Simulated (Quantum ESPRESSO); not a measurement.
## Pt: single point with PBEsol

Crystal: Pt.

```
Pt
1.0
    -1.58422    1.58422    1.58422
     1.58422   -1.58422    1.58422
     1.58422    1.58422   -1.58422
Pt
1
Direct
  0.00000 0.00000 0.00000
```

This isn't the form of Pt at room conditions, which is fcc.

* Program: Quantum ESPRESSO 7.5
* Task: single point
* Functional: PBEsol
* Potentials or basis: GBRV 1.5 PBEsol
* Cutoff: 612 eV
* Density cutoff: 4898 eV
* k mesh: 12 × 12 × 12
* Occupations: fermi-dirac, width 0.05 eV
* Spin: no spin polarisation

```
Pressure               : -12.3 GPa
Band gap on the k mesh : none (metal or under the smearing width)
```

Levels at points of the mesh, in eV from the Fermi level:
```csv
k point,band 4,band 5,band 6,band 7,band 8,band 9,band 10,band 11,band 12,band 13
"(0.00, 0.00, 0.00)",-9.44,-3.39,-3.39,-3.39,-0.90,-0.90,17.10,17.10,17.10,27.06
"(0.00, 0.00, -0.50)",-6.47,-4.80,-1.08,-0.58,0.28,1.11,6.28,13.28,15.82,23.95
"(-0.50, -0.50, -0.50)",-5.95,-5.95,0.59,0.59,0.59,7.66,7.66,7.66,12.65,18.97
```

Run time: 5.1 s on 2 MPI ranks on Arm Neoverse V2, on a shared host, peak memory 0.16 GiB a rank.

The run has no spin-orbit coupling, so splittings on Pt are missing.
